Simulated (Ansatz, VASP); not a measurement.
## One calculation of PbSe (Clausthalite), two programs

```
Pb Se
1.0
     0.00000    3.06065    3.06065
     3.06065    0.00000    3.06065
     3.06065    3.06065    0.00000
Pb Se
1 1
Direct
  0.00000 0.00000 0.00000
  0.50000 0.50000 0.50000
```

Alike in both runs: task single point; functional PBE0; k mesh 4 × 4 × 4; occupations fermi-dirac, width 0.05 eV; spin-orbit coupling, no magnetisation.

|  | VASP | Ansatz |
| --- | --- | --- |
| version | VASP 6.6.1 | Ansatz 0.2.0 |
| potentials or method | VASP PAW PBE potentials, release 64 (Pb_d, Se) | Ansatz PAW |
| plane-wave cutoff (eV) | 520 | 420 |
| valence electrons in the cell | 20 | 30 |

```tsv
	VASP	Ansatz	Ansatz less VASP
gap on the k mesh at the Fermi level (eV)	0.87	0.71	-0.156
least direct gap on the mesh (eV)	0.87	0.71	-0.156
pressure (GPa)	1.0	1.1	+0.05
```

The two sets of potentials don't hold the same shells in valence.

Caveats: the k mesh is coarse (spacing up to 0.44 Å⁻¹), so the values aren't converged, least of all with exact exchange; the PAW data sets were made with another functional, which shifts forces and pressure a little (VASP); the PAW data sets come from PBE, with cores solved anew for the run's functional, which leaves a small shift of forces and pressure (Ansatz); the thresholds are loose for stress (Ansatz).
